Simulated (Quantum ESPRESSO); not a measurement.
# CuI (Marshite) (F-43m) in Quantum ESPRESSO: further runs

Aim: see how the results for CuI (Marshite) move with the level of theory and the settings. Levels: LDA, PBE, PW91, BLYP. Tasks: phonons.

All numbers are computed with Quantum ESPRESSO 7.5; they aren't measurements. Logs are shortened: lines on timing, memory, paths and dates and some standing lists are left out, and cuts for length are marked.

**The experiment to reproduce.**

A printed reference work, data compilation reports, for a bulk crystal of CuI: high-frequency dielectric constant 4.84.

The results are compared with them further down.

## 1. The crystal as given

Symmetry: F-43m, No. 216, cubic system. The conventional cell has a = 6.063 Å, b = 6.063 Å, c = 6.063 Å, α = 90.00°, β = 90.00°, γ = 90.00°. I (site symmetry -43m) is surrounded by 4 Cu at 2.63 Å. Cu (site symmetry -43m) is surrounded by 4 I at 2.63 Å.

## 2. Phonons, LDA

Contents of pw.in:

```
&CONTROL
  calculation = 'scf'
  prefix = 'pwscf'
  outdir = './tmp'
  pseudo_dir = './pseudo'
  tprnfor = .true.
  tstress = .true.
  disk_io = 'low'
/
&SYSTEM
  ibrav = 0
  A = 4.28718841
  nat = 2
  ntyp = 2
  ecutwfc = 56
  ecutrho = 448
  nbnd = 20
  occupations = 'smearing'
  smearing = 'fd'
  degauss = 0.00367493
/
&ELECTRONS
  conv_thr = 4d-10
  electron_maxstep = 120
  mixing_beta = 0.5
/
ATOMIC_SPECIES
I    126.9045 i_lda_v1.uspp.F.UPF
Cu    63.5460 cu_lda_v1.2.uspp.F.UPF
CELL_PARAMETERS alat
   0.0000000000    0.7071067819    0.7071067819
   0.7071067819    0.0000000000    0.7071067819
   0.7071067819    0.7071067819    0.0000000000
ATOMIC_POSITIONS alat
I      0.0000000000    0.0000000000    0.0000000000
Cu     1.0606601729    1.0606601729    1.0606601729
K_POINTS automatic
4 4 4 1 1 1
```

Contents of relax.in:

```
&CONTROL
  calculation = 'vc-relax'
  prefix = 'pwscf'
  outdir = './tmp'
  pseudo_dir = './pseudo'
  tprnfor = .true.
  tstress = .true.
  disk_io = 'low'
  nstep = 40
  forc_conv_thr = 0.0001
  etot_conv_thr = 1d-06
/
&SYSTEM
  ibrav = 0
  A = 4.28718841
  nat = 2
  ntyp = 2
  ecutwfc = 56
  ecutrho = 448
  nbnd = 20
  occupations = 'smearing'
  smearing = 'fd'
  degauss = 0.00367493
/
&ELECTRONS
  conv_thr = 4d-10
  electron_maxstep = 120
  mixing_beta = 0.5
/
&IONS
  ion_dynamics = 'bfgs'
/
&CELL
  cell_dynamics = 'bfgs'
  press = 0
  press_conv_thr = 0.2
/
ATOMIC_SPECIES
I    126.9045 i_lda_v1.uspp.F.UPF
Cu    63.5460 cu_lda_v1.2.uspp.F.UPF
CELL_PARAMETERS alat
   0.0000000000    0.7071067819    0.7071067819
   0.7071067819    0.0000000000    0.7071067819
   0.7071067819    0.7071067819    0.0000000000
ATOMIC_POSITIONS alat
I      0.0000000000    0.0000000000    0.0000000000
Cu     1.0606601729    1.0606601729    1.0606601729
K_POINTS automatic
4 4 4 1 1 1
```

Contents of gamma.in:

```
&CONTROL
  calculation = 'bands'
  prefix = 'pwscf'
  outdir = './tmp'
  pseudo_dir = './pseudo'
  disk_io = 'low'
  verbosity = 'high'
/
&SYSTEM
  ibrav = 0
  A = 4.14670647
  nat = 2
  ntyp = 2
  ecutwfc = 56
  ecutrho = 448
  nbnd = 20
  occupations = 'smearing'
  smearing = 'fd'
  degauss = 0.00367493
/
&ELECTRONS
  conv_thr = 1d-08
  electron_maxstep = 120
  mixing_beta = 0.5
  diago_full_acc = .true.
  startingwfc = 'random'
/
ATOMIC_SPECIES
I    126.9045 i_lda_v1.uspp.F.UPF
Cu    63.5460 cu_lda_v1.2.uspp.F.UPF
CELL_PARAMETERS alat
   0.0000000000    0.7071067818    0.7071067818
   0.7071067818    0.0000000000    0.7071067818
   0.7071067818    0.7071067818    0.0000000000
ATOMIC_POSITIONS alat
I      0.0000000000    0.0000000000    0.0000000000
Cu     1.0606601727    1.0606601727    1.0606601727
K_POINTS crystal
1
0.0 0.0 0.0 1
```

Contents of scf2.in:

```
&CONTROL
  calculation = 'scf'
  prefix = 'pwscf'
  outdir = './tmp'
  pseudo_dir = './pseudo'
  tprnfor = .true.
  tstress = .true.
  disk_io = 'low'
/
&SYSTEM
  ibrav = 0
  A = 4.14670647
  nat = 2
  ntyp = 2
  ecutwfc = 56
  ecutrho = 448
  nbnd = 20
  occupations = 'fixed'
/
&ELECTRONS
  conv_thr = 1d-13
  electron_maxstep = 120
  mixing_beta = 0.5
  startingpot = 'file'
/
ATOMIC_SPECIES
I    126.9045 i_lda_v1.uspp.F.UPF
Cu    63.5460 cu_lda_v1.2.uspp.F.UPF
CELL_PARAMETERS alat
   0.0000000000    0.7071067818    0.7071067818
   0.7071067818    0.0000000000    0.7071067818
   0.7071067818    0.7071067818    0.0000000000
ATOMIC_POSITIONS alat
I      0.0000000000    0.0000000000    0.0000000000
Cu     1.0606601727    1.0606601727    1.0606601727
K_POINTS automatic
4 4 4 1 1 1
```

Contents of ph.in:

```
phonons of CuI
&INPUTPH
  prefix = 'pwscf'
  outdir = './tmp'
  tr2_ph = 1d-18
  fildyn = 'dyn'
  niter_ph = 90
  alpha_mix(1) = 0.7
  epsil = True
/
0.0000000000 0.0000000000 0.0000000000
```

Contents of dynmat.in:

```
&INPUT
  fildyn = 'dyn'
  asr = 'crystal'
  lperm = .true.
  filout = 'dynmat.disp'
  fileig = 'dynmat.eig'
/
```

Contents of dynmat_lo.in:

```
&INPUT
  fildyn = 'dyn'
  asr = 'crystal'
  filout = 'dynmat_lo.disp'
  fileig = 'dynmat_lo.eig'
  q(1) = 0
  q(2) = 0
  q(3) = 1
/
```

Potentials or basis: GBRV 1.5 LDA.

Command:

```
> OMP_NUM_THREADS=1 mpirun -n 4 pw.x -nk 2 -in pw.in > pw.out
> OMP_NUM_THREADS=1 mpirun -n 4 pw.x -nk 2 -in relax.in > relax.out
> OMP_NUM_THREADS=1 mpirun -n 4 pw.x -in gamma.in > gamma.out
> OMP_NUM_THREADS=1 mpirun -n 4 pw.x -nk 2 -in scf2.in > scf2.out
> OMP_NUM_THREADS=1 mpirun -n 4 ph.x -nk 2 -in ph.in > ph.out
> OMP_NUM_THREADS=1 mpirun -n 1 dynmat.x -in dynmat.in > dynmat.out
> OMP_NUM_THREADS=1 mpirun -n 1 dynmat.x -in dynmat_lo.in > dynmat_lo.out
```

pw.out:

```text
This program is part of the open-source Quantum ESPRESSO suite
     for quantum simulation of materials; please cite
[... 6 lines left out ...]
     using ibrav=0 with symmetry is DISCOURAGED, use correct ibrav instead

     K-points division:     npool     =       2
     Subspace diagonalization in iterative solution of the eigenvalue problem:
     a serial algorithm will be used

     --------------------
     sticks:   dense  smooth     PW     G-vecs:    dense   smooth      PW
     Min        1014     513    150                30042    10665    1738
     Max        1015     514    151                30045    10666    1741
     Sum        2029    1027    301                60087    21331    3479

     Using Slab Decomposition

     bravais-lattice index     =            0
     lattice parameter (alat)  =       8.1016  a.u.
     unit-cell volume          =     376.0099 (a.u.)^3
     number of atoms/cell      =            2
     number of atomic types    =            2
     number of electrons       =        26.00
     number of Kohn-Sham states=           20
     kinetic-energy cutoff     =      56.0000  Ry
     charge density cutoff     =     448.0000  Ry
     scf convergence threshold =      4.0E-10
     mixing beta               =       0.5000
     number of iterations used =            8  plain     mixing
     Exchange-correlation= SLA  PZ   NOGX NOGC
                           (   1   1   0   0   0   0   0)

     celldm(1)=   8.101612  celldm(2)=   0.000000  celldm(3)=   0.000000
     celldm(4)=   0.000000  celldm(5)=   0.000000  celldm(6)=   0.000000

     crystal axes: (cart. coord. in units of alat)
               a(1) = (   0.000000   0.707107   0.707107 )
               a(2) = (   0.707107   0.000000   0.707107 )
               a(3) = (   0.707107   0.707107   0.000000 )

     reciprocal axes: (cart. coord. in units 2 pi/alat)
               b(1) = ( -0.707107  0.707107  0.707107 )
               b(2) = (  0.707107 -0.707107  0.707107 )
               b(3) = (  0.707107  0.707107 -0.707107 )

     PseudoPot. # 1 for I  read from file:
     i_lda_v1.uspp.F.UPF
     Pseudo is Ultrasoft + core correction, Zval =  7.0
     Generated by new atomic code, or converted to UPF format
     Using radial grid of  893 points,  6 beta functions with:
                l(1) =   0
                l(2) =   0
                l(3) =   1
                l(4) =   1
                l(5) =   2
                l(6) =   2
     Q(r) pseudized with  8 coefficients,  rinner =    1.500   1.500   1.500
                                                       1.500   1.500

     PseudoPot. # 2 for Cu read from file:
     cu_lda_v1.2.uspp.F.UPF
     Pseudo is Ultrasoft + core correction, Zval = 19.0
     Generated by new atomic code, or converted to UPF format
     Using radial grid of  867 points,  6 beta functions with:
                l(1) =   0
                l(2) =   0
                l(3) =   1
                l(4) =   1
                l(5) =   2
                l(6) =   2
     Q(r) pseudized with  8 coefficients,  rinner =    1.150   1.150   1.150
                                                       1.150   1.150

     atomic species   valence    mass     pseudopotential
     I                 7.00   126.90450     I ( 1.00)
     Cu               19.00    63.54600     Cu( 1.00)

     24 Sym. Ops. (no inversion) found

   Cartesian axes

     site n.     atom                  positions (alat units)
         1        I      tau(   1) = (   0.0000000   0.0000000   0.0000000  )
         2        Cu     tau(   2) = (   1.0606602   1.0606602   1.0606602  )

     number of k points=    10  Fermi-Dirac smearing, width (Ry)=  0.0037
                       cart. coord. in units 2pi/alat
        k(    1) = (   0.0883883   0.0883883   0.0883883), wk =   0.0625000
        k(    2) = (   0.2651650   0.2651650  -0.0883883), wk =   0.1875000
        k(    3) = (  -0.2651650  -0.2651650   0.4419417), wk =   0.1875000
        k(    4) = (  -0.0883883  -0.0883883   0.2651650), wk =   0.1875000
        k(    5) = (   0.4419417   0.0883883   0.0883883), wk =   0.1875000
        k(    6) = (  -0.0883883  -0.4419417   0.6187184), wk =   0.3750000
        k(    7) = (   0.0883883  -0.2651650   0.4419417), wk =   0.3750000
        k(    8) = (  -0.6187184   0.0883883   0.0883883), wk =   0.1875000
        k(    9) = (   0.2651650   0.2651650   0.2651650), wk =   0.0625000
        k(   10) = (  -0.2651650  -0.2651650   0.7954951), wk =   0.1875000

     Dense  grid:    60087 G-vectors     FFT dimensions: (  60,  60,  60)

     Smooth grid:    21331 G-vectors     FFT dimensions: (  40,  40,  40)

     Initial potential from superposition of free atoms

     starting charge      24.9999, renormalised to      26.0000
     Starting wfcs are   17 randomized atomic wfcs +    3 random wfcs

     Self-consistent Calculation

     iteration #  1     ecut=    56.00 Ry     beta= 0.50
     Davidson diagonalization with overlap
     ethr =  1.00E-02,  avg # of iterations =  7.9

     total energy              =    -467.48267781 Ry
     estimated scf accuracy    <       1.43799282 Ry

     iteration #  2     ecut=    56.00 Ry     beta= 0.50
     Davidson diagonalization with overlap
     ethr =  5.53E-03,  avg # of iterations =  3.1

     total energy              =    -468.00585723 Ry
     estimated scf accuracy    <       2.45664367 Ry

     iteration #  3     ecut=    56.00 Ry     beta= 0.50
     Davidson diagonalization with overlap
     ethr =  5.53E-03,  avg # of iterations =  2.0

     total energy              =    -468.20986502 Ry
     estimated scf accuracy    <       0.15599726 Ry

     iteration #  4     ecut=    56.00 Ry     beta= 0.50
     Davidson diagonalization with overlap
     ethr =  6.00E-04,  avg # of iterations =  3.3

     total energy              =    -468.24842241 Ry
     estimated scf accuracy    <       0.01861644 Ry

     iteration #  5     ecut=    56.00 Ry     beta= 0.50
     Davidson diagonalization with overlap
     ethr =  7.16E-05,  avg # of iterations =  3.4

     total energy              =    -468.25473272 Ry
     estimated scf accuracy    <       0.00671276 Ry

     iteration #  6     ecut=    56.00 Ry     beta= 0.50
     Davidson diagonalization with overlap
     ethr =  2.58E-05,  avg # of iterations =  1.3

     total energy              =    -468.25433208 Ry
     estimated scf accuracy    <       0.00312845 Ry

     iteration #  7     ecut=    56.00 Ry     beta= 0.50
     Davidson diagonalization with overlap
     ethr =  1.20E-05,  avg # of iterations =  1.3

     total energy              =    -468.25440511 Ry
     estimated scf accuracy    <       0.00062329 Ry

     iteration #  8     ecut=    56.00 Ry     beta= 0.50
     Davidson diagonalization with overlap
     ethr =  2.40E-06,  avg # of iterations =  3.4

     total energy              =    -468.25443885 Ry
     estimated scf accuracy    <       0.00012264 Ry

     iteration #  9     ecut=    56.00 Ry     beta= 0.50
     Davidson diagonalization with overlap
     ethr =  4.72E-07,  avg # of iterations =  3.3

     total energy              =    -468.25448657 Ry
     estimated scf accuracy    <       0.00002239 Ry

     iteration # 10     ecut=    56.00 Ry     beta= 0.50
     Davidson diagonalization with overlap
     ethr =  8.61E-08,  avg # of iterations =  2.8

     total energy              =    -468.25448306 Ry
     estimated scf accuracy    <       0.00002312 Ry

     iteration # 11     ecut=    56.00 Ry     beta= 0.50
     Davidson diagonalization with overlap
     ethr =  8.61E-08,  avg # of iterations =  1.6

     total energy              =    -468.25448489 Ry
     estimated scf accuracy    <       0.00000140 Ry

     iteration # 12     ecut=    56.00 Ry     beta= 0.50
     Davidson diagonalization with overlap
     ethr =  5.37E-09,  avg # of iterations =  3.7

     total energy              =    -468.25448589 Ry
     estimated scf accuracy    <       0.00000021 Ry

     iteration # 13     ecut=    56.00 Ry     beta= 0.50
     Davidson diagonalization with overlap
     ethr =  8.23E-10,  avg # of iterations =  1.5

     total energy              =    -468.25448586 Ry
     estimated scf accuracy    <       0.00000013 Ry

     iteration # 14     ecut=    56.00 Ry     beta= 0.50
     Davidson diagonalization with overlap
     ethr =  4.88E-10,  avg # of iterations =  2.0

     total energy              =    -468.25448588 Ry
     estimated scf accuracy    <          6.4E-09 Ry

     iteration # 15     ecut=    56.00 Ry     beta= 0.50
     Davidson diagonalization with overlap
     ethr =  2.48E-11,  avg # of iterations =  3.8

     total energy              =    -468.25448588 Ry
     estimated scf accuracy    <          1.5E-09 Ry

     iteration # 16     ecut=    56.00 Ry     beta= 0.50
     Davidson diagonalization with overlap
     ethr =  5.82E-12,  avg # of iterations =  2.5

     End of self-consistent calculation

          k = 0.0884 0.0884 0.0884 (  2698 PWs)   bands (ev):

  -104.4979 -62.3730 -62.3730 -62.3730  -7.8394   2.2063   2.5120   2.5120
     4.2356   4.2356   5.4845   6.0287   6.0287   7.8112  10.8741  11.2224
    11.2224  14.9138  15.1786  15.1786

          k = 0.2652 0.2652-0.0884 (  2662 PWs)   bands (ev):

  -104.4979 -62.3731 -62.3730 -62.3730  -7.5355   1.2544   2.3411   2.5537
     4.2034   4.2637   4.6641   5.1875   5.7212   8.8715  11.2917  11.7134
    11.7997  14.3626  15.6008  16.5794

          k =-0.2652-0.2652 0.4419 (  2658 PWs)   bands (ev):

  -104.4979 -62.3731 -62.3730 -62.3730  -7.3357   0.6738   2.3311   2.5192
     4.2253   4.2725   4.3372   5.1531   5.2813   8.7829  11.0639  11.9980
    13.2450  15.2375  16.5566  17.2135

          k =-0.0884-0.0884 0.2652 (  2662 PWs)   bands (ev):

  -104.4979 -62.3730 -62.3730 -62.3730  -7.6672   1.6624   2.4760   2.4867
     4.1875   4.2638   4.9964   5.5521   5.6331   8.7912  10.2478  11.8960
    12.0701  13.8028  15.9093  16.1515

          k = 0.4419 0.0884 0.0884 (  2664 PWs)   bands (ev):

  -104.4979 -62.3731 -62.3730 -62.3730  -7.4052   1.0656   2.3438   2.4554
     4.1426   4.2976   4.6155   5.0217   5.0274   9.2352   9.7797  12.4344
    13.3742  14.7063  17.0929  17.9814

          k =-0.0884-0.4419 0.6187 (  2657 PWs)   bands (ev):

  -104.4979 -62.3731 -62.3730 -62.3730  -7.2008   0.9292   1.7768   2.4111
     4.1457   4.2449   4.3653   4.5683   4.8922   9.7521  10.7150  12.2123
    13.7316  15.1313  17.3865  18.2730

          k = 0.0884-0.2652 0.4419 (  2663 PWs)   bands (ev):

  -104.4979 -62.3731 -62.3730 -62.3730  -7.3423   0.9599   2.0736   2.5030
     4.1944   4.2562   4.4497   4.8200   5.2492   9.5636  10.7784  11.6522
    13.1341  14.9242  16.7693  17.6237

          k =-0.6187 0.0884 0.0884 (  2664 PWs)   bands (ev):

  -104.4979 -62.3731 -62.3730 -62.3730  -7.2042   0.7041   2.2159   2.4368
     4.1599   4.3083   4.3371   4.6654   4.7173   8.9625   9.5071  13.9341
    14.7776  15.6959  17.6609  18.5039

          k = 0.2652 0.2652 0.2652 (  2671 PWs)   bands (ev):

  -104.4979 -62.3731 -62.3730 -62.3730  -7.4512   0.8266   2.5334   2.5334
     4.2520   4.2520   4.4382   5.5249   5.5249   8.2228  11.5964  11.5964
    12.8660  14.6401  15.8904  15.8904

          k =-0.2652-0.2652 0.7955 (  2661 PWs)   bands (ev):

  -104.4979 -62.3731 -62.3730 -62.3730  -7.2574   0.9203   1.7875   2.5196
     4.1541   4.2373   4.4247   4.6825   5.1519   9.3893  11.1539  12.8189
    12.9854  14.7316  15.5901  17.9221

     the Fermi energy is     6.9360 ev

!    total energy              =    -468.25448588 Ry
     estimated scf accuracy    <          5.8E-11 Ry
     smearing contrib. (-TS)   =      -0.00000000 Ry
     internal energy E=F+TS    =    -468.25448588 Ry

     The total energy is F=E-TS. E is the sum of the following terms:
     one-electron contribution =    -417.28224545 Ry
     hartree contribution      =     217.45025037 Ry
     xc contribution           =     -85.73648140 Ry
     ewald contribution        =    -182.68600940 Ry

     convergence has been achieved in  16 iterations

     Forces acting on atoms (cartesian axes, Ry/au):

     atom    1 type  1   force =    -0.00000000   -0.00000000    0.00000000
     atom    2 type  2   force =     0.00000000    0.00000000   -0.00000000

     Total force =     0.000000     Total SCF correction =     0.000000

     Computing stress (Cartesian axis) and pressure

          total   stress  (Ry/bohr**3)                   (kbar)     P=      -44.93
  -0.00030545  -0.00000000  -0.00000000          -44.93       -0.00       -0.00
  -0.00000000  -0.00030545  -0.00000000           -0.00      -44.93       -0.00
  -0.00000000  -0.00000000  -0.00030545           -0.00       -0.00      -44.93

=------------------------------------------------------------------------------=
   JOB DONE.
=------------------------------------------------------------------------------=
```

Wall time 7.4 min (4 MPI ranks of Intel Xeon at 2.50GHz (Skylake/Cascade Lake), shared host); peak memory 0.44 GiB.

What came out:

| Item | Value |
| --- | --- |
| Free energy | -6371.0065 eV |
| Relaxed volume | 25.21 Å³/atom |
| Relaxed cell | a = 4.147 Å, b = 4.147 Å, c = 4.147 Å, α = 60.00°, β = 60.00°, γ = 60.00° |
| Space group after relaxing (to 0.05 Å) | F-43m (No. 216) |
| Pressure after relaxing | -0.1 GPa |
| Electronic dielectric tensor (diagonal) | 6.94 |
| Born charges (mean of the diagonal) | I -0.98; Cu +0.94 e |
| Highest phonon frequency at Γ, LO-TO splitting left out | 156 cm⁻¹ |
| Static dielectric tensor (diagonal) | 7.82 |

The path:
```
step  energy change (eV)  largest force (eV/Å)  pressure (GPa)  volume (Å³)
   1              0.0000                0.0000           -4.49        55.72
   2             -0.0323                0.0000           -3.69        54.45
   3             -0.0665                0.0000           -2.19        52.59
   4             -0.0813                0.0000            0.38        50.09
   5             -0.0817                0.0000           -0.03        50.45
   6             -0.0817                0.0000            0.00        50.42
```

Final structure:
```xyz
2
Lattice="0.0000 2.9322 2.9322 2.9322 0.0000 2.9322 2.9322 2.9322 0.0000" Properties=species:S:1:pos:R:3 pbc="T T T"
I     0.0000    0.0000    0.0000
Cu    4.3982    4.3982    4.3982
```

Phonon frequencies in cm⁻¹ (negative: imaginary):
| q point | frequencies |
| --- | --- |
| (0.000, 0.000, 0.000) | -5 -5 -5 156 156 156 |

Electronic dielectric tensor:
```
6.94 0.00 0.00
0.00 6.94 0.00
0.00 0.00 6.94
```

Born effective charge tensors (e):
atom 1, I
```
-0.98  0.00  0.00
 0.00 -0.98  0.00
 0.00  0.00 -0.98
```
atom 2, Cu
```
0.94 0.00 0.00
0.00 0.94 0.00
0.00 0.00 0.94
```

Optical modes at Γ, degenerate ones joined, polar ones without the macroscopic field:
```tsv
cm⁻¹	components	symmetry	active in	IR intensity, summed ((D/Å)²/amu)
156	3	T2	IR and Raman	1.51
```

Zone-centre frequencies without and with the macroscopic field along z (cm⁻¹):
```
                optical modes in rising order
       without                    156 156 156
with the field                    156 156 166
```

Static dielectric tensor, electrons and zone-centre modes:
```
7.82 0.00 0.00
0.00 7.82 0.00
0.00 0.00 7.82
```

Caveat: the mesh is thin for the dielectric tensor, Born charges and intensities, which usually come out too large.

(Part 1 of 4 ends here.)
